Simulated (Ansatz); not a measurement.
A run of Ansatz 0.2.0 is set up as follows.

input

```
crystal:
  lattice:
    - [-1.8946518192, 1.8946518192, 1.8946518192]
    - [1.8946518192, -1.8946518192, 1.8946518192]
    - [1.8946518192, 1.8946518192, -1.8946518192]
  atoms:
    - { symbol: Sn, position: [0.0, 0.0, 0.0] }
hamiltonian:
  xc: pbe0
  pseudopotentials: { kind: paw_fr }
magnetization:
  noncollinear: true
  spin_orbit: true
kpoints:
  mp_grid: { grid: [4, 4, 4] }
scf:
  occupations: { method: fermi_dirac, width: 0.05 }
output:
  forces: true
  stress: true
  eigenvalues: true
  write_density: true
  write_potential: true
  elf: true
  volumetric_format: npy
```

**Question.** What does it give for the band gap on the k mesh?

**Answer.** None (metal or under the smearing width).

**Question.** Estimate the pressure.

**Answer.** -0.8 GPa.

Caveat: the k mesh is coarse (spacing up to 0.59 Å⁻¹), so the values aren't converged, least of all with exact exchange; the PAW data sets come from PBE, with cores solved anew for the run's functional, which leaves a small shift of forces and pressure; the thresholds are loose for stress.
